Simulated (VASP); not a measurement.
Here is a VASP 6.6.1 calculation.

Contents of INCAR:

```
SYSTEM = Al2GaN3
PREC     = Accurate       ! precision mode
ENCUT    = 520            ! plane-wave cutoff, eV
EDIFF    = 1E-6           ! SCF threshold, eV
ISMEAR   = 0              ! smearing method
SIGMA    = 0.03           ! smearing width, eV
LREAL    = .False.        ! projectors in reciprocal space
LASPH    = .True.         ! aspherical terms in the spheres
NELM     = 150            ! most SCF steps
ALGO     = Normal         ! electronic algorithm
ISIF     = 2              ! what is computed and relaxed
LWAVE    = .False.        ! write WAVECAR
LCHARG   = .False.        ! write CHGCAR
METAGGA  = R2SCAN         ! meta-GGA
LMIXTAU  = .True.       
NBANDS   = 46             ! bands
KPAR     = 4
```

KPOINTS

```
Automatic mesh
0
Gamma
  6 6 6
  0 0 0
```

Contents of POSCAR:

```
Al2GaN3
1.0
    4.7350300000     -2.7324000000      0.0000000000
    4.7350300000      2.7324000000      0.0000000000
    0.0000000000      0.0000000000      5.1019400000
Al Ga N
4 2 6
Direct
    0.8334810000      0.5022990000      0.0003630000
    0.4977010000      0.1665190000      0.0003630000
    0.5022990000      0.8334810000      0.5003630000
    0.1665190000      0.4977010000      0.5003630000
    0.1690180000      0.8309820000      0.0007250000
    0.8309820000      0.1690180000      0.5007250000
    0.1666850000      0.4906090000      0.8749670000
    0.5093910000      0.8333150000      0.8749670000
    0.8242200000      0.1757800000      0.8887560000
    0.1757800000      0.8242200000      0.3887560000
    0.4906090000      0.1666850000      0.3749670000
    0.8333150000      0.5093910000      0.3749670000
```

Potentials or basis: VASP PAW PBE potentials, release 64 (Al, Ga_d, N).

Launch:

```console
$ cat potpaw_PBE.64/Al/POTCAR potpaw_PBE.64/Ga_d/POTCAR potpaw_PBE.64/N/POTCAR > POTCAR
$ mpirun -np 4 vasp_std > vasp.out
```

Question: What does it give for the largest force?

Answer: 0.021 eV/Å.

Question: What does it give for the band gap on the k mesh?

Answer: 3.80 eV, direct.

Question: What does it give for the pressure?

Answer: -4.9 GPa.

Forces in eV/Å, atoms in the order of the input:
```
Al  -0.004 -0.003  0.001
Al   0.004 -0.003  0.001
Al  -0.004  0.003  0.001
Al   0.004  0.003  0.001
Ga   0.000  0.014 -0.012
Ga   0.000 -0.014 -0.012
N    0.015  0.007  0.011
N   -0.015  0.007  0.011
N    0.000 -0.018 -0.012
N    0.000  0.018 -0.012
N    0.015 -0.007  0.011
N   -0.015 -0.007  0.011
```

Caveat: the PAW data sets were made with another functional, which shifts forces and pressure a little. r2SCAN opens gaps a little over a GGA but as a rule still falls short of measured ones.
